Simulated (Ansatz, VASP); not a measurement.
# KF (Carobbiite): VASP beside Ansatz

The input INCAR:

```
PREC = Accurate
ENCUT = 520
EDIFF = 1E-6
ISMEAR = 0
SIGMA = 0.02
LREAL = False
LASPH = True
NELM = 60
ALGO = Normal
ISIF = 2
LWAVE = False
LCHARG = False
GGA = PE
NBANDS = 15
```

File KPOINTS:

```
regular mesh
0
Gamma
  8 8 8
```

POSCAR

```
KF
1.0
    0.0000000000      2.7625047527      2.7625047527
    2.7625047527      0.0000000000      2.7625047527
    2.7625047527      2.7625047527      0.0000000000
K F
1 1
Direct
    0.0000000000      0.0000000000      0.0000000000
    0.5000000000      0.5000000000      0.5000000000
```

Input for Ansatz:

```yaml
crystal:
  lattice:
    - [0.0, 2.7625047527, 2.7625047527]
    - [2.7625047527, 0.0, 2.7625047527]
    - [2.7625047527, 2.7625047527, 0.0]
  atoms:
    - { symbol: K, position: [0.0, 0.0, 0.0] }
    - { symbol: F, position: [0.5, 0.5, 0.5] }
basis:
  ecutwfc: 420
kpoints:
  mp_grid: { grid: [8, 8, 8] }
hamiltonian:
  xc: pbe
scf:
  occupations: { method: gaussian, width: 0.02 }
output:
  forces: true
  stress: true
  eigenvalues: true
```

Alike in both runs: task single point; functional PBE; k mesh 8 × 8 × 8; occupations gaussian, width 0.02 eV; no spin polarisation.

|  | VASP | Ansatz |
| --- | --- | --- |
| version | VASP 6.6.1 | Ansatz 0.2.0 |
| potentials or method | VASP PAW PBE potentials, release 64 (K_sv, F) | scalar-relativistic, plane waves, PAW |
| plane-wave cutoff (eV) | 520 | 420 |
| valence electrons in the cell | 16 | 16 |

Ansatz gave:

| Property | Result |
| --- | --- |
| gap on the k mesh at the Fermi level (eV) | 5.69 |
| least direct gap on the mesh (eV) | 5.69 |
| pressure (GPa) | -1.4 |

Question: Which values does VASP return?

Answer: gap on the k mesh at the Fermi level (eV): 5.67; least direct gap on the mesh (eV): 5.67; pressure (GPa): -1.5.

A k mesh can miss the band edges. Expect the measured gap to be larger: semilocal functionals such as PBE lack the derivative discontinuity.
